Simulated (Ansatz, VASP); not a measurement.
# NaF in VASP and in Ansatz

```
Na F
1.0
     0.00000    2.28299    2.28299
     2.28299    0.00000    2.28299
     2.28299    2.28299    0.00000
Na F
1 1
Direct
  0.00000 0.00000 0.00000
  0.50000 0.50000 0.50000
```

Alike in both runs: task single point; functional PBE; dispersion D3(BJ); k mesh 8 × 8 × 8; occupations gaussian, width 0.05 eV; no spin polarisation.

|  | VASP | Ansatz |
| --- | --- | --- |
| version | VASP 6.6.1 | Ansatz 0.2.0 |
| potentials or method | VASP PAW PBE potentials, release 64 (Na_pv, F) | scalar-relativistic, plane waves, PAW |
| plane-wave cutoff (eV) | 520 | 420 |
| valence electrons in the cell | 14 | 16 |

|  | VASP | Ansatz | Ansatz less VASP |
| --- | --- | --- | --- |
| gap on the k mesh at the Fermi level (eV) | 6.55 | 6.56 | +0.017 |
| least direct gap on the mesh (eV) | 6.55 | 6.56 | +0.017 |
| pressure (GPa) | 2.2 | 2.2 | +0.09 |
| dispersion energy (meV/atom) | -181.8 | -181.8 | -0.05 |

The two sets of potentials don't hold the same shells in valence.

As with any semilocal functional, this PBE gap is likely too small.
